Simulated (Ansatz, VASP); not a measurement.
**Pd: VASP beside Ansatz**

```
Pd
1.0
     0.00000    1.94650    1.94650
     1.94650    0.00000    1.94650
     1.94650    1.94650    0.00000
Pd
1
Direct
  0.00000 0.00000 0.00000
```

Alike in both runs: task single point; functional PBE; k mesh 12 × 12 × 12; occupations gaussian, width 0.1 eV; no spin polarisation.

|  | VASP | Ansatz |
| --- | --- | --- |
| version | VASP 6.6.1 | Ansatz 0.2.0 |
| potentials or method | VASP PAW PBE potentials, release 64 (Pd_GW) | Ansatz PAW |
| plane-wave cutoff (eV) | 550 | 420 |
| valence electrons in the cell | 10 | 18 |

Ansatz gave:

```
gap on the k mesh at the Fermi level (eV) : none
pressure (GPa)                            : 6.9
```

Q: What did VASP give for the same quantities?

A: gap on the k mesh at the Fermi level (eV): none; pressure (GPa): 5.7.

A gap of «none» marks a metal or a gap that the smearing closes. The two sets of potentials don't hold the same shells in valence.
